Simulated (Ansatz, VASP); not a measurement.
Two plane-wave programs on MgO

Contents of INCAR:

```
ALGO = Normal
EDIFF = 1E-7
ENCUT = 520
GGA = PE
ISIF = 2
ISMEAR = -1
LASPH = T
LCHARG = F
LREAL = F
LWAVE = F
NBANDS = 11
NELM = 80
PREC = Accurate
SIGMA = 0.05
```

File KPOINTS:

```
k-points
0
Gamma
  10 10 10
```

POSCAR

```
MgO
1.0
    2.9380209034      0.0000000000      0.0000000000
   -1.4690104517      2.5444007392      0.0000000000
    0.0000000000      0.0000000000      2.6796800000
Mg O
1 1
Direct
    0.0000000000      0.0000000000      0.0000000000
    0.3333333333      0.6666666667      0.5000000000
```

Contents of input.yaml:

```yaml
crystal:
  lattice:
    - [2.9380209034, 0.0, 0.0]
    - [-1.4690104517, 2.5444007392, 0.0]
    - [0.0, 0.0, 2.67968]
  atoms:
    - { symbol: Mg, position: [0.0, 0.0, 0.0] }
    - { symbol: O, position: [0.3333333333, 0.6666666667, 0.5] }
hamiltonian:
  xc: pbe
  pseudopotentials: { kind: paw }
kpoints:
  mp_grid: { grid: [10, 10, 10] }
scf:
  occupations: { method: fermi_dirac, width: 0.05 }
output:
  forces: true
  stress: true
  eigenvalues: true
```

Measurements of this composition are mostly on another form, of space group No. 225.

Alike in both runs: task single point; functional PBE; k mesh 10 × 10 × 10; occupations fermi-dirac, width 0.05 eV; no spin polarisation.

|  | VASP | Ansatz |
| --- | --- | --- |
| version | VASP 6.6.1 | Ansatz 0.2.0 |
| potentials or method | VASP PAW PBE potentials, release 64 (Mg, O) | Ansatz PAW |
| plane-wave cutoff (eV) | 520 | 420 |
| valence electrons in the cell | 8 | 16 |

Ansatz gave:

| Item | Value |
| --- | --- |
| gap on the k mesh at the Fermi level (eV) | 3.03 |
| least direct gap on the mesh (eV) | 3.42 |
| pressure (GPa) | 0.0 |

**Question.** Estimate VASP's values.

**Answer.** gap on the k mesh at the Fermi level (eV): 3.01; least direct gap on the mesh (eV): 3.40; pressure (GPa): -0.7.

The two sets of potentials don't hold the same shells in valence.

Caveats: the pressure holds a Pulay correction of +0.6 GPa for the finite cutoff (Ansatz). A k mesh can miss the band edges. PBE gaps usually lie below the measured ones, often by a third to a half.
